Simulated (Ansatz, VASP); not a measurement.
**One calculation of Al, two programs**

```
Al
1.0
     2.85968    0.00000    0.00000
    -1.42984    2.47655    0.00000
     0.00000    0.00000    5.24058
Al
2
Cartesian
  1.4298 0.8255 4.1996
  0.0000 1.6510 1.0409
```

Alike in both runs: task single point; functional PBE; k mesh 15 × 15 × 8; occupations gaussian, width 0.1 eV; no spin polarisation.

```csv
,VASP,Ansatz
version,VASP 6.6.1,Ansatz 0.2.0
potentials or method,"VASP PAW PBE potentials, release 64 (Al)","scalar-relativistic, plane waves, PAW"
plane-wave cutoff (eV),520,420
valence electrons in the cell,6,6
```

|  | VASP | Ansatz | Ansatz less VASP |
| --- | --- | --- | --- |
| gap on the k mesh at the Fermi level (eV) | none | none | - |
| pressure (GPa) | 0.6 | 0.6 | +0.02 |
| largest component of the traceless stress (GPa) | 2.62 | 2.59 | -0.024 |
| rms of the force components (eV/Å) | 0.871 | 0.870 | -0.0009 |

Atom by atom the forces differ by 0.001 eV/Å (rms over components). A gap of «none» marks a metal or a gap that the smearing closes. With one functional, cell and mesh, what is left measures potentials, basis and numerics.

Caveats: forces of over 1 eV/Å show positions far from the minimum, so gaps and moduli don't describe the material at rest.
